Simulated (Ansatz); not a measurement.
## Ga: frozen-core PAW against all-electron methods

```xyz
1
Lattice="-1.4403 1.3958 2.2290 1.3958 -1.4403 2.2290 1.4123 1.4123 -2.2571" Properties=species:S:1:pos:R:3 pbc="T T T"
Ga    0.0000    0.0000    0.0000
```

The cell is COD entry 9012723, as deposited and not checked against the literature; nothing was relaxed. The listed cell was then made from it by scaling, straining or moving an atom.

All numbers are computed: DFT, PBE, PAW with Ansatz's default frozen-core files, scalar-relativistic (Ansatz 0.2.0); DFT, PBE, all-electron PAW with datasets made for the crystal, scalar-relativistic (Ansatz 0.2.0); DFT, PBE, all-electron LAPW, scalar-relativistic (Ansatz 0.2.0).

For PAW: a Γ-centred 14×14×16 k mesh, Fermi–Dirac smearing of 0.05 eV, cutoff 420 eV, no spin polarisation. The crystal-made all-electron datasets (AE datasets) take a cutoff of 240 eV at this cell. LAPW targets a basis error of 0.25 meV/atom. The Ansatz runs share mesh, smearing and spin set-up. Plane-wave (PAW) pressures include the program's estimate of the Pulay term.

Stress and pressure are positive in compression.

The change that made this cell: equal xy, yz and zx engineering shear strains of -2 %.

In a metal, gradients converge slowly with the k mesh: the values move by tens of per cent from one mesh to another, at times in sign, so only the comparison on one mesh counts.

| quantity | PAW | AE datasets | LAPW |
| --- | --- | --- | --- |
| pressure (GPa) | 4.36 | 4.39 | 4.39 |
| stress xx (GPa) | 4.64 | 4.67 | 4.66 |
| stress zz (GPa) | 3.80 | 3.83 | 3.83 |
| stress yz (GPa) | 0.24 | 0.24 | 0.24 |
| stress xz (GPa) | 0.24 | 0.24 | 0.24 |
| stress xy (GPa) | 0.21 | 0.21 | 0.21 |
| field gradient Vzz at Ga (10²¹ V/m²) | 2.16 | 2.18 | – |
